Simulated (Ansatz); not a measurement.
Pb:

```
CELL_PARAMETERS angstrom
-1.97966 1.97966 1.97966
1.97966 -1.97966 1.97966
1.97966 1.97966 -1.97966
ATOMIC_POSITIONS crystal
Pb 0.00000 0.00000 0.00000
```

This isn't the form of Pb at room conditions, which is fcc.

| Quantity | Value |
| --- | --- |
| Program | Ansatz 0.2.0 |
| Task | single point |
| Functional | PBE |
| Potentials or basis | Ansatz PAW |
| Cutoff | 420 eV (not typed: the program's choice for these potentials) |
| k mesh | 9 × 9 × 9 |
| Occupations | fermi-dirac, width 0.05 eV |
| Spin | no spin polarisation |

On this cell: pressure 0.8 GPa; band gap on the k mesh none (metal or under the smearing width).

The same run follows on a disturbed copy (cell strained at random at fixed volume):

```
Pb
1.0
    -2.06690    2.05040    2.08125
     1.99925   -1.93748    1.90067
     1.99103    1.86160   -1.96833
Pb
1
Direct
  0.00466 0.99633 0.00314
```

Q: What does the disturbed cell give?

A: The energy (extrapolated to zero smearing) moves by +5.1 meV/atom; pressure 1.5 GPa; band gap on the k mesh none (metal or under the smearing width).

Stress tensor (GPa, compression positive):
```
 1.50  0.31  0.34
 0.31  1.31 -0.44
 0.34 -0.44  1.57
```
